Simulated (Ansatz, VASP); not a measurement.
# ZnO (zincite): VASP beside Ansatz

```
CELL_PARAMETERS angstrom
3.24197 0.00000 0.00000
-1.62099 2.80763 0.00000
0.00000 0.00000 5.22929
ATOMIC_POSITIONS crystal
Zn 0.33333 0.66667 0.49992
Zn 0.66667 0.33333 0.99992
O 0.66667 0.33333 0.37909
O 0.33333 0.66667 0.87909
```

Alike in both runs: functional PBE; k mesh 12 × 12 × 8; occupations gaussian, width 0.05 eV; no spin polarisation.

Ansatz relaxed the structure, and its values are those at the end. VASP's run is a single point on that final structure, the one shown.

```csv
,VASP,Ansatz
version,VASP 6.6.1,Ansatz 0.2.0
potentials or method,"VASP PAW PBE potentials, release 64 (Zn, O)","scalar-relativistic, plane waves, PAW"
plane-wave cutoff (eV),520,420
valence electrons in the cell,36,36
```

VASP gave:

```
gap on the k mesh at the Fermi level (eV) : 0.78
least direct gap on the mesh (eV)         : 0.78
pressure (GPa)                            : 6.0
```

Estimate Ansatz's values.

gap on the k mesh at the Fermi level (eV): 0.80; least direct gap on the mesh (eV): 0.80; pressure (GPa): 4.9.

A k mesh can miss the band edges. As with any semilocal functional, this PBE gap is likely too small.
